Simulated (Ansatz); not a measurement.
Here is the system:

Relaxed LiI (rock salt):

```
LiI
1.0
    0.00000     6.01904     6.01904
    3.00952     3.00952     6.01904
    3.00952     3.00952     0.00000
I Li
2 2
Direct
  0.00000   0.00000   0.00000
  0.50000   0.00000   0.00000
  0.00000   0.50000   0.50000
  0.50000   0.50000   0.50000
```

A phonon eigenvector at X = (0.5, 0.5, 0.0) is frozen into this cell: atom i moves by Q times the vector below, so Q is the largest atomic displacement, in Å. The cell is held. (q is in reciprocal vectors of the primitive cell; the cell shown is doubled to hold the pattern.)

```json
[
 {"atom": "I1", "x": "0.000", "y": "0.000", "z": "-0.974"},
 {"atom": "I2", "x": "0.000", "y": "0.000", "z": "0.974"},
 {"atom": "Li3", "x": "0.000", "y": "0.000", "z": "-1.000"},
 {"atom": "Li4", "x": "0.000", "y": "0.000", "z": "1.000"}
]
```

Computed with PBE (plane waves to 420 eV, PAW, scalar-relativistic; Ansatz, a quantum-chemistry and plane-wave program). k mesh 10×10×10 (Γ-centred), Fermi-Dirac smearing 0.05 eV. Energies are smeared free energies. LiI was relaxed with its symmetry unable to fall. Spin-orbit coupling is left out, though I is heavy. ΔE is measured from the undisplaced structure.

The scan covers Q from -0.100 to 0.100 Å in 13 points.

Problem. Is this a single well or a double well?

Solution. A single well with its minimum at or next to zero displacement.

Problem. Which space group does the distorted structure have?

Solution. P4/nmm (No. 129), lowered from Fm-3m.

Problem. What is the energy change at Q = 0.100 Å?

Solution. 29.0 meV/cell.

Problem. What harmonic wavenumber does the curvature at Q = 0 give?

Solution. 78 cm⁻¹.

(For displaced atoms, the force is minus the slope of the energy, and its curvature is a force constant, which sets phonon frequencies.)
